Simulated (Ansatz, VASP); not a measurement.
Two plane-wave programs on N

```
N
1.0
     9.00000    0.00000    0.00000
     0.00000    9.20000    0.00000
     0.00000    0.00000   10.10000
N
2
Direct
  0.50000 0.50000 0.44554
  0.50000 0.50000 0.55446
```

Alike in both runs: task relaxation of the atoms; functional LDA; k mesh 1 × 1 × 1; occupations fermi-dirac, width 0.01 eV; no spin polarisation.

|  | VASP | Ansatz |
| --- | --- | --- |
| version | VASP 6.6.1 | Ansatz 0.2.0 |
| potentials or method | VASP PAW LDA potentials, release 64 (N) | PAW with Ansatz's default frozen-core files, scalar-relativistic |
| plane-wave cutoff (eV) | 520 | 420 |
| valence electrons in the cell | 10 | 10 |

Ansatz gave:

- gap on the k mesh at the Fermi level, each at its own relaxed structure (eV): 8.25
- energy change over the relaxation (meV/atom): -2

Task: What did VASP give for the same quantities?

Result: gap on the k mesh at the Fermi level, each at its own relaxed structure (eV): 8.09; energy change over the relaxation (meV/atom): 0.

Ansatz warned: «stress_scf_threshold_loose».

Caveats: the standard files for N, O and F lose accuracy on very short bonds. A hybrid or GW would open this gap; LDA tends to underestimate it.
